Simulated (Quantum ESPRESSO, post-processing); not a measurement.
# graphene, 2 layers, AB stacking against a metal electrode, stepped through the charge of the slab, part 3 of 3

What law, if any, do the results for graphene, 2 layers, AB stacking against a metal electrode follow against the charge of the slab?

Quantum ESPRESSO 7.5; plane-wave DFT, PBE, GBRV ultrasoft pseudopotentials.

So far. Step 3 (Self-consistent run, 0 ×10¹³ e/cm²): Inside the slab this potential holds the local part of the pseudopotentials, which can be repulsive at the nuclei; only its value in the vacuum has a meaning of its own. Step 4 (Ground state, 1 ×10¹³ e/cm²): Inside the slab this potential holds the local part of the pseudopotentials, which can be repulsive at the nuclei; only its value in the vacuum has a meaning of its own.

### 5. SCF with pw.x, -1.5 ×10¹³ e/cm²

Contents of m1.esm.in:

```
&control
  prefix = 'm1.esm'
  outdir = './out'
  pseudo_dir = './pseudo'
  calculation = 'scf'
  tprnfor = .true.
/
&system
  ibrav = 0
  nat = 4
  ntyp = 1
  ecutwfc = 40
  ecutrho = 200
  occupations = 'smearing'
  smearing = 'fd'
  degauss = 0.004
  assume_isolated = 'esm'
  esm_bc = 'bc3'
  tot_charge = -0.00791
/
&electrons
  conv_thr = 1e-08
  mixing_beta = 0.4
  electron_maxstep = 120
  mixing_mode = 'plain'
  startingpot = 'file'
/
ATOMIC_SPECIES
  C   12.0110  c_pbe_v1.2.uspp.F.UPF
CELL_PARAMETERS angstrom
  2.46520625300000 0.00000000000000 0.00000000000000
  -1.23260312700000 2.13493124100000 0.00000000000000
  0.00000000000000 0.00000000000000 19.20000000000000
ATOMIC_POSITIONS crystal
  C   0.666666666700 0.333333333300 0.015720059567
  C   0.333333333300 0.666666666700 0.015680713967
  C   0.000000000000 0.000000000000 0.192652619367
  C   0.666666666700 0.333333333300 0.192613273767
K_POINTS automatic
  72 72 1 0 0 0
```

Launch:

```sh
$ cp -r out/m2.esm.save out/m1.esm.save
$ OMP_NUM_THREADS=1 mpirun -n 4 pw.x -nk 4 -in m1.esm.in > m1.esm.out
```

What it wrote:

```text
[banner, memory and clock lines left out]
Program PWSCF v.7.5 starts
[...]
Message from routine setup:
[...]
number of electrons       =        16.01
     number of Kohn-Sham states=           12
     kinetic-energy cutoff     =      40.0000  Ry
     charge density cutoff     =     200.0000  Ry
[...]
number of k points=   469  Fermi-Dirac smearing, width (Ry)=  0.0040
[...]
Dense  grid:    32671 G-vectors     FFT dimensions: (  24,  24, 180)
[...]
The initial density is read from file :
[...]
negative rho (up, down):  1.288E-04 0.000E+00
     Starting wfcs are   16 randomized atomic wfcs
[...]
negative rho (up, down):  1.202E-04 0.000E+00
[...]
estimated scf accuracy    <       0.00097269 Ry
[...]
negative rho (up, down):  1.205E-04 0.000E+00
[...]
estimated scf accuracy    <       0.00019007 Ry
[...]
negative rho (up, down):  1.221E-04 0.000E+00
[...]
estimated scf accuracy    <       0.00000979 Ry
[...]
negative rho (up, down):  1.235E-04 0.000E+00
[...]
estimated scf accuracy    <       0.00000216 Ry
[...]
negative rho (up, down):  1.267E-04 0.000E+00
[...]
estimated scf accuracy    <       0.00000114 Ry
[...]
negative rho (up, down):  1.270E-04 0.000E+00
[...]
estimated scf accuracy    <       0.00000006 Ry
[...]
negative rho (up, down):  1.270E-04 0.000E+00
[...]
estimated scf accuracy    <       0.00000007 Ry
[...]
negative rho (up, down):  1.271E-04 0.000E+00
[...]
estimated scf accuracy    <       0.00000001 Ry
[...]
negative rho (up, down):  1.273E-04 0.000E+00
[...]
the Fermi energy is    -2.6752 ev
!    total energy              =     -45.96206039 Ry
     estimated scf accuracy    <          6.2E-09 Ry
     smearing contrib. (-TS)   =      -0.00003611 Ry
     internal energy E=F+TS    =     -45.96202428 Ry
[...]
one-electron contribution =   -4276.02772033 Ry
     hartree contribution      =    2140.13010406 Ry
     xc contribution           =     -14.54669904 Ry
     ewald contribution        =    2104.48229104 Ry
     convergence has been achieved in   9 iterations
     negative rho (up, down):  1.273E-04 0.000E+00
[...]
Total force =     0.003947     Total SCF correction =     0.000136
[...]
```

Wall time 3.3 min (4 MPI ranks of Intel Xeon at 2.70GHz, shared host); peak memory 0.53 GiB; 13 min of CPU time.

Numbers from this step:

- Fermi energy: -2.675 eV
- vacuum line at the lower end of the cell, over the Fermi level: 4.101 eV
- slope of the potential above: -0.2722 eV/Å
- vacuum line at the upper end of the cell, over the Fermi level: 2.675 eV

Inside the slab this potential holds the local part of the pseudopotentials, which can be repulsive at the nuclei; only its value in the vacuum has a meaning of its own.

### 6. Self-consistent run, -3 ×10¹³ e/cm²

m0.esm.in, as its differences from the input of step 5:

```diff
@@ -1,3 +1,3 @@
 &control
-  prefix = 'm1.esm'
+  prefix = 'm0.esm'
   outdir = './out'
@@ -18,3 +18,3 @@
   esm_bc = 'bc3'
-  tot_charge = -0.00791
+  tot_charge = -0.01581
 /
```

Launch:

```sh
$ cp -r out/m1.esm.save out/m0.esm.save
$ OMP_NUM_THREADS=1 mpirun -n 4 pw.x -nk 4 -in m0.esm.in > m0.esm.out
```

What it wrote:

```text
[banner, memory and clock lines left out]
Program PWSCF v.7.5 starts
[...]
Message from routine setup:
[...]
number of electrons       =        16.02
     number of Kohn-Sham states=           12
     kinetic-energy cutoff     =      40.0000  Ry
     charge density cutoff     =     200.0000  Ry
[...]
number of k points=   469  Fermi-Dirac smearing, width (Ry)=  0.0040
[...]
Dense  grid:    32671 G-vectors     FFT dimensions: (  24,  24, 180)
[...]
The initial density is read from file :
[...]
negative rho (up, down):  1.274E-04 0.000E+00
     Starting wfcs are   16 randomized atomic wfcs
[...]
negative rho (up, down):  1.188E-04 0.000E+00
[...]
estimated scf accuracy    <       0.00109057 Ry
[...]
negative rho (up, down):  1.189E-04 0.000E+00
[...]
estimated scf accuracy    <       0.00029946 Ry
[...]
negative rho (up, down):  1.203E-04 0.000E+00
[...]
estimated scf accuracy    <       0.00000634 Ry
[...]
negative rho (up, down):  1.216E-04 0.000E+00
[...]
estimated scf accuracy    <       0.00000328 Ry
[...]
negative rho (up, down):  1.259E-04 0.000E+00
[...]
estimated scf accuracy    <       0.00000176 Ry
[...]
negative rho (up, down):  1.255E-04 0.000E+00
[...]
estimated scf accuracy    <       0.00000037 Ry
[...]
negative rho (up, down):  1.254E-04 0.000E+00
[...]
estimated scf accuracy    <       0.00000011 Ry
[...]
negative rho (up, down):  1.258E-04 0.000E+00
[...]
the Fermi energy is    -1.2181 ev
!    total energy              =     -45.96318772 Ry
     estimated scf accuracy    <          2.3E-09 Ry
     smearing contrib. (-TS)   =      -0.00005502 Ry
     internal energy E=F+TS    =     -45.96313270 Ry
[...]
one-electron contribution =   -4277.60746736 Ry
     hartree contribution      =    2141.71405472 Ry
     xc contribution           =     -14.55201111 Ry
     ewald contribution        =    2104.48229104 Ry
     convergence has been achieved in   8 iterations
     negative rho (up, down):  1.258E-04 0.000E+00
[...]
Total force =     0.003979     Total SCF correction =     0.000084
[...]
```

Run time: 2.5 min. Hardware: 4 MPI ranks; peak memory 0.53 GiB.

Numbers from this step:

| Item | Value |
| --- | --- |
| Fermi energy | -1.218 eV |
| vacuum line at the lower end of the cell, over the Fermi level | 4.029 eV |
| slope of the potential above | -0.5441 eV/Å |
| vacuum line at the upper end of the cell, over the Fermi level | 1.218 eV |

Inside the slab this potential holds the local part of the pseudopotentials, which can be repulsive at the nuclei; only its value in the vacuum has a meaning of its own.

### 7. The series side by side

The series in one table:

| the charge of the slab (positive: electrons removed) | electrode's level over the Fermi level (eV) | far face's level over the Fermi level (eV) | field in the gap (eV/Å) |
| --- | --- | --- | --- |
| -3 ×10¹³ e/cm² | 1.218 | 4.029 | -0.5441 |
| -1.5 ×10¹³ e/cm² | 2.675 | 4.101 | -0.2722 |
| 0 ×10¹³ e/cm² | 4.275 | 4.275 | 5.197e-05 |
| 1 ×10¹³ e/cm² | 5.352 | 4.394 | 0.1814 |
| 2 ×10¹³ e/cm² | 6.36 | 4.456 | 0.3628 |
| 3 ×10¹³ e/cm² | 7.336 | 4.501 | 0.5442 |
| 4.5 ×10¹³ e/cm² | 8.771 | 4.538 | 0.8164 |
| 6 ×10¹³ e/cm² | 10.19 | 4.571 | 1.088 |
| 7 ×10¹³ e/cm² | 11.13 | 4.588 | 1.27 |
| 8 ×10¹³ e/cm² | 12.07 | 4.597 | 1.451 |

### 8. Worked from the printed numbers

Last interval: C = Δσ/ΔV = 0.00100 e/Å² / 0.938 V × 1602 = 1.71 µF/cm².

### 9. Outcome

- mean capacitance at positive charge: 1.65 μF/cm²
- effective gap ε₀/C: 5.38 Å
- top atoms to electrode: 5.90 Å

The series holds 10 members; mean capacitance at positive charge: 1.65 μF/cm²; effective gap ε₀/C: 5.38 Å; top atoms to electrode: 5.90 Å (PBE, GBRV ultrasoft). Interval by interval C lies between 1.49 and 1.71 µF/cm². The far face's level moves by 0.57 eV over the series, so the slab's own states take part of the voltage. Vacuum fills the gap; ions don't answer the charge; added electrons can spill towards the electrode at the most negative charges.

[Logs are printed without paths, hosts, clocks, repeated set-up lines and the standing remarks that a program may print on its own settings, such as how far it seeks lower states.]

[Hosts, paths, dates, database ids (printed as entryN), source tags and the programs' standing remarks are cut or masked in the printed files.]

[Maps of the electrostatic potential energy from Ansatz leave out the sawtooth potential of an applied field or a dipole correction, so their vacuum need not be flat; planar profiles and work functions include it.]
